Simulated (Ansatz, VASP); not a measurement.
# GaAs in VASP and in Ansatz

```
Ga As
1.0
     3.33662    0.00000    0.00000
    -1.66831    2.88960    0.00000
     0.00000    0.00000    7.20710
Ga As
2 2
Direct
  0.00000 0.00000 0.00000
  0.00000 0.00000 0.50000
  0.33333 0.66667 0.25000
  0.66667 0.33333 0.75000
```

Change from the starting cell: ordered vacancies on the anion sites of aluminium diboride (P6_3/mmc, No. 194).

Alike in both runs: task relaxation of cell and atoms; functional PBE; k mesh 6 × 6 × 4; occupations gaussian, width 0.1 eV; no spin polarisation.

|  | VASP | Ansatz |
| --- | --- | --- |
| version | VASP 6.6.1 | Ansatz 0.2.0 |
| potentials or method | VASP PAW PBE potentials, release 64 (Ga_d, As) | scalar-relativistic, plane waves, PAW |
| plane-wave cutoff (eV) | 600 | 420 |
| valence electrons in the cell | 36 | 56 |

VASP gave:

| Item | Value |
| --- | --- |
| gap on the k mesh at the Fermi level, each at its own relaxed structure (eV) | none |
| relaxed volume (Å³/atom) | 19.81 |
| relaxed cell length with the largest relative difference (Å) | 3.746 |
| energy change over the relaxation (meV/atom) | -184 |

Which values does Ansatz return?

gap on the k mesh at the Fermi level, each at its own relaxed structure (eV): none; relaxed volume (Å³/atom): 19.79; relaxed cell length with the largest relative difference (Å): 3.744; energy change over the relaxation (meV/atom): -182.

A gap of «none» marks a metal or a gap that the smearing closes. The two sets of potentials don't hold the same shells in valence.

Caveats: the k mesh is coarse (spacing up to 0.36 Å⁻¹), so the values aren't converged.
